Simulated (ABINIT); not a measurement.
Here is an ABINIT 10.8.3 (patched build) calculation.

The input run.abi:

```
# Pseudopotentials
pp_dirpath "./"
pseudos "Se.upf, Zn.upf"

# Structure
acell 3*1.0 Angstrom
rprim
     0.0000000000     2.8338000000     2.8338000000
     2.8338000000     0.0000000000     2.8338000000
     2.8338000000     2.8338000000     0.0000000000
ntypat 2
znucl 34 30
natom 2
typat 1 2
xred
     0.7500000000     0.7500000000     0.7500000000
     0.0000000000     0.0000000000     0.0000000000

# Plane-wave basis
ecut 39.0

# k points
kptopt 1
ngkpt 6 6 6
nshiftk 1
shiftk 0.0 0.0 0.0

# Exchange and correlation
ixc 7

# Bands and occupations
nband 22
occopt 3
tsmear 0.00183747

# SCF cycle
nstep 100
tolvrs 1.0e-10

# Output
iomode 3
prtwf 0
prteig 0
prtebands 0
enunit 1
prtvol 2
prtden 1
prtvha 1
prtvclmb 1
prtpot 1
prtelf 1
```

Potentials or basis: PseudoDojo NC SR LDA v0.4.1 standard.

Launch:

```console
$ abinit run.abi > log 2>&1
```

Q: What does it give for the band gap on the k mesh?

A: 1.03 eV, direct.

Q: What does it give for the pressure?

A: -3.9 GPa.

**What was measured.**

From “Alloy Disordering Effects on the Thermal Conductivity and Energy Gap Temperature Dependence of Cd1−xZnxSe Ternary Crystals Grown by the Bridgman Method”, 2023, pmc:10253836, for a bulk crystal of ZnSe at 300 K: band gap 2.695 ± 0.003 eV (an exciton energy, a little under the gap).

Measured gap of ZnSe: 2.695 eV (an exciton energy, a little under the gap; 300 K; “Alloy Disordering Effects on the Thermal Conductivity and Energy Gap Temperature Dependence of Cd1−xZnxSe Ternary Crystals Grown by the Bridgman Method”, 2023, pmc:10253836). This calculation gives 1.03 eV (-1.67 eV). So large a miss can be the level of theory's own, or it may mean another phase, state or a wrong row. Spin-orbit coupling on Se is left out. The value is that of LDA, without temperature or zero-point motion. Semilocal functionals fall short of measured gaps as a rule.
